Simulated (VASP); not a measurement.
Si:

```
Si
1.0
     2.43270    0.00000    0.00000
    -1.21635    2.10678    0.00000
     0.00000    0.00000    2.28956
Si
1
Direct
  0.00000 0.00000 0.00000
```

This isn't the form of Si at room conditions, which is diamond.

The cell isn't the ideal one: volume scaled by 0.8.

| Property | Result |
| --- | --- |
| Program | VASP 6.6.1 |
| Task | relaxation of cell and atoms |
| Functional | LDA |
| Potentials or basis | VASP PAW LDA potentials, release 54 (Si) |
| Cutoff | 600 eV |
| k mesh | 12 × 12 × 11 |
| Occupations | gaussian, width 0.05 eV |
| Spin | collinear spin, ferromagnetic start |
| Starting moments | [0.5] μB |

At the start: pressure 40.9 GPa; volume 11.73 Å³/atom.

How do energy, volume and symmetry change on relaxing?

Over 6 steps the energy falls by 298.3 meV/atom and the volume is 14.54 Å³/atom (+23.9 %); space group P6/mmm (No. 191, to 0.05 Å); moment 0.00 μB per cell.

Step by step:
| step | energy change (eV) | largest force (eV/Å) | pressure (GPa) | volume (Å³) |
| --- | --- | --- | --- | --- |
| 1 | 0.0000 | 0.0000 | 40.94 | 11.73 |
| 2 | -0.1268 | 0.0000 | -13.87 | 17.59 |
| 3 | -0.2967 | 0.0000 | -0.22 | 14.55 |
| 4 | -0.2968 | 0.0000 | 0.29 | 14.49 |
| 5 | -0.2982 | 0.0000 | -0.12 | 14.55 |
| 6 | -0.2983 | 0.0000 | -0.05 | 14.54 |

Final structure:
```
Si
1.0
     2.60264    0.00000    0.00000
    -1.30132    2.25395    0.00000
     0.00000    0.00000    2.47826
Si
1
Direct
  0.00000 0.00000 0.00000
```
